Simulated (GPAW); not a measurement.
Wanted: an ASE script for a GPAW 26.7.0 run.

* Task: Born charges
* Functional: r2SCAN
* Potentials or basis: GPAW PAW data sets (gpaw-data 1.2.1)
* Cutoff: 510 eV
* Basis: pw
* k mesh: 4 × 4 × 4
* Occupations: fermi-dirac, width 0.01 eV
* Spin: no spin polarisation
* Maxiter: 150
* Convergence: density=1e-06 eigenstates=1e-09
* Displacement: 0.01
* Relaxed first: cell
* Ecut relax: 600

The system is InAs.

```xyz
2
Lattice="0.0000 3.0180 3.0180 3.0180 0.0000 3.0180 3.0180 3.0180 0.0000" Properties=species:S:1:pos:R:3 pbc="T T T"
In    0.0000    0.0000    0.0000
As    4.5270    4.5270    4.5270
```

These files were run (other wordings do the same):

run.py

```python
import json
import numpy as np
from ase import Atoms
from ase.constraints import FixSymmetry
from ase.filters import FrechetCellFilter
from ase.io import write
from ase.optimize import BFGS
from phonopy import Phonopy
from phonopy.structure.atoms import PhonopyAtoms
from gpaw import GPAW, PW
from gpaw.berryphase import polarization_phase

atoms = Atoms(['In', 'As'],
              cell=[[0.0, 3.018, 3.018],
                    [3.018, 0.0, 3.018],
                    [3.018, 3.018, 0.0]],
              scaled_positions=[[0.0, 0.0, 0.0],
                                [0.75, 0.75, 0.75]],
              pbc=True)

calc = GPAW(mode=PW(600),
            xc='MGGA_X_R2SCAN+MGGA_C_R2SCAN',
            kpts={'size': (4, 4, 4), 'gamma': True},
            occupations={'name': 'fermi-dirac', 'width': 0.01},
            nbands=18,
            convergence={'density': 1e-06, 'eigenstates': 1e-09},
            maxiter=150,
            txt='gpaw.txt')
atoms.calc = calc
atoms.set_constraint(FixSymmetry(atoms))
BFGS(FrechetCellFilter(atoms), trajectory='relax.traj', logfile='-').run(fmax=0.005, steps=40)
atoms.set_constraint()
energy = atoms.get_potential_energy()
forces = atoms.get_forces()
stress = atoms.get_stress()
calc.write('gs.gpw')
write('result.traj', atoms)
print('Cell:', atoms.cell.cellpar().round(4))
print(atoms.get_scaled_positions().round(5))

n = len(atoms)
unit = PhonopyAtoms(symbols=atoms.get_chemical_symbols(), cell=atoms.cell[:], scaled_positions=atoms.get_scaled_positions())
ph = Phonopy(unit, supercell_matrix=np.eye(3, dtype=int), primitive_matrix=np.eye(3), symprec=1e-4)
ph.generate_displacements(distance=0.01, is_plusminus=True)
forces, phases = [], []
for i, move in enumerate(ph.dataset['first_atoms']):
    b = atoms.copy()
    b.positions[move['number']] += move['displacement']
    c = GPAW(mode=PW(510),
             xc='MGGA_X_R2SCAN+MGGA_C_R2SCAN',
             kpts={'size': (4, 4, 4), 'gamma': True},
             occupations={'name': 'fermi-dirac', 'width': 0.01},
             nbands=18,
             convergence={'density': 1e-06, 'eigenstates': 1e-09},
             maxiter=150,
             symmetry='off',
             txt=f'disp-{i:02d}.txt')
    b.calc = c
    f = b.get_forces()
    forces.append(f - f.mean(axis=0))
    c.write('disp.gpw', 'all')
    phases.append(polarization_phase(gpw_wfs='disp.gpw')['phase_c'])
    print(move['number'], np.round(move['displacement'], 4), 'phases', phases[-1].round(5), flush=True)

# each pair of opposite moves, with its images under the space group
ops, cell, spos = ph.symmetry.symmetry_operations, atoms.cell[:].T, atoms.get_scaled_positions()
moves, dipoles = [[] for a in atoms], [[] for a in atoms]
for move, up, down in zip(ph.dataset['first_atoms'][::2], phases[::2], phases[1::2]):
    dphi = (up - down + np.pi) % (2 * np.pi) - np.pi
    dp = dphi @ atoms.cell[:] / (2 * np.pi)  # e A
    for w, t in zip(ops['rotations'], ops['translations']):
        x = w @ spos[move['number']] + t - spos
        b = np.linalg.norm(x - x.round(), axis=1).argmin()
        R = cell @ w @ np.linalg.inv(cell)
        moves[b].append(R @ move['displacement'] * 2)
        dipoles[b].append(R @ dp)
Z = np.array([np.linalg.lstsq(np.array(u), np.array(p), rcond=None)[0].T for u, p in zip(moves, dipoles)])  # Z[a, i, j] = dp_i / du_j
ph.forces = forces
ph.produce_force_constants()
ph.symmetrize_force_constants()
H = ph.force_constants.transpose(0, 2, 1, 3).reshape((3 * n, 3 * n))
rule = Z.sum(axis=0)
print('Sum of the charges:')
print(rule.round(4))
Z -= rule / n
for a in atoms:
    print(a.symbol)
    print(Z[a.index].round(3))
w = np.repeat(atoms.get_masses()**-0.5, 3)
omega2, modes = np.linalg.eigh(H * w * w[:, None])
nu = np.sign(omega2) * abs(omega2)**0.5 * 521.4709  # cm^-1
dipoles = np.einsum('aij,ajm->mi', Z, (modes * w[:, None]).reshape((n, 3, -1)))  # e / amu^0.5
optical = np.argsort(abs(omega2))[3:]
eps_ion = sum(np.outer(dipoles[m], dipoles[m]) / omega2[m] for m in optical) * 4 * np.pi * 14.399645 / atoms.get_volume()
for m in range(3 * n):
    print(f'{nu[m]:9.2f} cm^-1  IR {(dipoles[m]**2).sum():8.4f} e^2/amu')
print('Lattice part of the dielectric tensor:')
print(eps_ion.round(3))
json.dump({'Z': Z.tolist(), 'rule': rule.tolist(), 'nu': nu.tolist(), 'ir': (dipoles**2).sum(1).tolist(), 'eps_ion': eps_ion.tolist()},
          open('born.json', 'w'))
```

Potentials or basis: GPAW PAW data sets (gpaw-data 1.2.1), pw.

Command:

```sh
$ OMP_NUM_THREADS=1 python run.py
```

It gave:

```
Relaxed volume                                          : 28.47 Å³/atom
Relaxed cell                                            : a = 4.318 Å, b = 4.318 Å, c = 4.318 Å, α = 60.00°, β = 60.00°, γ = 60.00°
Space group after relaxing (to 0.05 Å)                  : F-43m (No. 216)
Pressure after relaxing                                 : 0.0 GPa
Band gap on the k mesh                                  : 0.07 eV, direct
Born charges (mean of the diagonal)                     : In +3.14; As -3.14 e
Highest phonon frequency at Γ, LO-TO splitting left out : 205 cm⁻¹
```

Caveat: the k mesh is coarse (spacing up to 0.45 Å⁻¹), so the values aren't converged; the cutoff is short for stress and forces, so pressures can be off by a GPa or more; the LO-TO splitting is left out; the PAW data sets were made with another functional, which shifts forces and pressure a little; spin-orbit coupling is left out, which moves the levels of the heavy elements.

Run time: 7.8 min on 1 thread of INTEL(R) XEON(R) PLATINUM 8581C CPU @ 2.30GHz (Emerald Rapids) (shared host), peak memory 1.4 GiB.
